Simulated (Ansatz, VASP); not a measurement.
BiS: VASP beside Ansatz

The input INCAR:

```
PREC     = Accurate       # precision mode
ENCUT    = 520            # plane-wave cutoff, eV
EDIFF    = 1E-6           # SCF threshold, eV
ISMEAR   = 0              # smearing method
SIGMA    = 0.05           # smearing width, eV
LREAL    = False          # projectors in reciprocal space
LASPH    = True           # aspherical terms in the spheres
NELM     = 60             # most SCF steps
ALGO     = Normal         # electronic algorithm
ISIF     = 2              # what is computed and relaxed
LWAVE    = False          # write WAVECAR
LCHARG   = False          # write CHGCAR
GGA      = PE             # functional
NBANDS   = 18             # bands
```

Contents of KPOINTS:

```
regular mesh
0
Gamma
  10 10 10
```

The input POSCAR:

```
BiS
1.0
    3.5558007409      0.0000000000      0.0000000000
    0.0000000000      3.5558007409      0.0000000000
    0.0000000000      0.0000000000      3.5558007409
Bi S
1 1
Direct
    0.0000000000      0.0000000000      0.0000000000
    0.5000000000      0.5000000000      0.5000000000
```

Input for Ansatz:

```yaml
crystal:
  lattice:
    - [3.5558007409, 0.0, 0.0]
    - [0.0, 3.5558007409, 0.0]
    - [0.0, 0.0, 3.5558007409]
  atoms:
    - { symbol: Bi, position: [0.0, 0.0, 0.0] }
    - { symbol: S, position: [0.5, 0.5, 0.5] }
basis:
  ecutwfc: 420
  ecutrho_ratio: 4
kpoints:
  mp_grid: { grid: [10, 10, 10] }
hamiltonian:
  xc: pbe
scf:
  occupations: { method: gaussian, width: 0.05 }
output:
  forces: true
  stress: true
  eigenvalues: true
```

Alike in both runs: task single point; functional PBE; k mesh 10 × 10 × 10; occupations gaussian, width 0.05 eV; no spin polarisation.

```csv
,VASP,Ansatz
version,VASP 6.6.1,Ansatz 0.2.0
potentials or method,"VASP PAW PBE potentials, release 64 (Bi_d, S)","scalar-relativistic, plane waves, PAW"
plane-wave cutoff (eV),520,420
valence electrons in the cell,21,21
```

|  | VASP | Ansatz | Ansatz less VASP |
| --- | --- | --- | --- |
| gap on the k mesh at the Fermi level (eV) | none | none | - |
| pressure (GPa) | 1.5 | 1.5 | +0.08 |

A gap of «none» marks a metal or a gap that the smearing closes.

Caveats: spin-orbit coupling is left out, which moves the levels of the heavy elements.
